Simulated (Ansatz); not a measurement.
## How settings move the G0W0 gap of BN (R3m)

A 2-atom cell of BN (R3m) from a materials database, relaxed with r2SCAN+rVV10; one-shot G0W0 in Ansatz without spin-orbit coupling. No spin polarisation and no zero-point or thermal motion.

```cif
data_structure
_symmetry_space_group_name_H-M 'P 1'
_symmetry_Int_Tables_number 1
_cell_length_a 2.5002
_cell_length_b 2.5002
_cell_length_c 3.5581
_cell_angle_alpha 90.073
_cell_angle_beta 110.491
_cell_angle_gamma 119.999
_cell_volume 17.61
loop_
_atom_site_label
_atom_site_type_symbol
_atom_site_fract_x
_atom_site_fract_y
_atom_site_fract_z
_atom_site_occupancy
B1 B 0.99103 0.99142 0.99384 1
N1 N 0.65712 0.32446 0.99297 1
```

Gaps are read over the mesh points alone. G0W0 values are finite-basis, finite-mesh values.

| start | potentials | frequency model | mesh | empty bands | screening cutoff (eV) | Kohn-Sham gap (eV) | G0W0 gap (eV) | rough cost |
| --- | --- | --- | --- | --- | --- | --- | --- | --- |
| r2SCAN | PAW | contour deformation | 6×6×6 | 28 | 80 | 4.73 | 5.83 | 90 core-seconds |
| r2SCAN | PAW | contour deformation | 6×6×6 | 66 | 140 | 4.73 | 5.96 | 3 core-minutes |
| r2SCAN | PAW | contour deformation | 6×6×6 | 121 | 210 | 4.73 | 6.07 | 9 core-minutes |
| HSE06 | PAW | contour deformation | 6×6×6 | 66 | 140 | 5.49 | 6.32 | 4 core-minutes |
| LDA | PAW | contour deformation | 6×6×6 | 66 | 140 | 4.04 | 5.67 | 2.7 core-minutes |
| PBE | PAW | contour deformation | 6×6×6 | 66 | 140 | 4.22 | 5.72 | 2.7 core-minutes |
| r2SCAN | PAW | Godby-Needs pole | 6×6×6 | 66 | 140 | 4.73 | 5.93 | 3 core-minutes |
| r2SCAN | PAW | contour deformation | 10×10×10 | 28 | 80 | 4.65 | 5.71 | 28 core-minutes |
| r2SCAN | norm-conserving | contour deformation | 6×6×6 | 66 | 140 | 4.73 | 5.97 | 7 core-minutes |

Over the mesh points the r2SCAN gap of 4.73 eV becomes a quasiparticle gap of 6.07 eV (k = (1/3, 1/3, 0) to k = (-1/2, -1/2, -1/2)), a change of +1.34 eV. Renormalisation factors Z lie between 0.75 and 0.85.

Raising bands and cutoff together moves the gap by +0.13 eV (80 to 140 eV), then +0.11 eV (140 to 210 eV); the last step is still large, so the basis limit isn't reached. Starting from HSE06 (5.49 eV against r2SCAN's 4.73 eV) gives 6.32 eV, +0.36 eV from G0W0@r2SCAN at the same screening cutoff. Starting from LDA (4.04 eV against r2SCAN's 4.73 eV) gives 5.67 eV, -0.29 eV from G0W0@r2SCAN at the same screening cutoff. Starting from PBE (4.22 eV against r2SCAN's 4.73 eV) gives 5.72 eV, -0.24 eV from G0W0@r2SCAN at the same screening cutoff. The Godby-Needs plasmon pole differs from contour deformation by -0.03 eV. A 10×10×10 mesh in place of 6×6×6 changes the opening over r2SCAN by -0.04 eV (the gap on the mesh by -0.12 eV, the r2SCAN gap by -0.08 eV). Norm-conserving potentials (wave cutoff 1252 eV against 500 eV) shift the quasiparticle gap by +0.01 eV and the r2SCAN gap by 0.00 eV. r2SCAN runs take a wave cutoff of 500 eV.

Coordinates of k points refer to the reciprocal vectors of the primitive cell of the runs.
